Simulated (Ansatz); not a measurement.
# Bi: what symmetry allows forces and stress to be

```
Bi
1.0
     3.20813   -3.00303   -0.00544
     3.20813    3.00303   -0.00544
    -1.11181    0.00000    2.92199
Bi
2
Direct
  0.25528 0.25528 0.13451
  0.74472 0.74472 0.86549
```

Method: DFT PBEsol, scalar-relativistic, plane waves, PAW in Ansatz.

Cutoff 420 eV; k points 10×10×14 on the computed 2-atom cell (Γ-centred); Gaussian smearing, width 0.10 eV; no spin polarisation.

This distorted cell has space group C2/m, with 4 operations.

Problem. Without a calculation: in which directions can each atom feel a force?

Solution. A force must be left unchanged by every operation that keeps its atom in place, so it lies in the space that those operations leave fixed. Atoms that the group maps onto each other feel forces of one size.
```json
{"atom": "Bi1", "site symmetry": "m", "operations at the site": "2", "equivalent to atom": "1", "allowed force (Cartesian)": "in the plane normal to (0.00, 1.00, 0.00)"}
{"atom": "Bi2", "site symmetry": "m", "operations at the site": "2", "equivalent to atom": "1", "allowed force (Cartesian)": "in the plane normal to (0.00, 1.00, 0.00)"}
```

That leaves 2 independent force components of 6. A relaxation in this cell that keeps the symmetry moves the atoms in these directions alone.

Problem. And the stress tensor?

Solution. It must be invariant under the point group, which leaves 4 independent components: yz, xy vanish.

Problem. Do the computed values obey this?

Solution. Yes. Forces (eV/Å):
```
Bi1 -0.126  0.000 -0.068
Bi2  0.126  0.000  0.068
```

Stress (GPa, compression positive, xx yy zz yz xz xy): 10.74 8.82 11.83 0.00 -0.45 0.00. The program imposes the same operations on density, forces and stress, so this confirms the analysis and is no independent test of the calculation.

Spin–orbit coupling is left out, which can shift energies with elements as heavy as these.

This form isn't the element's structure at ambient conditions.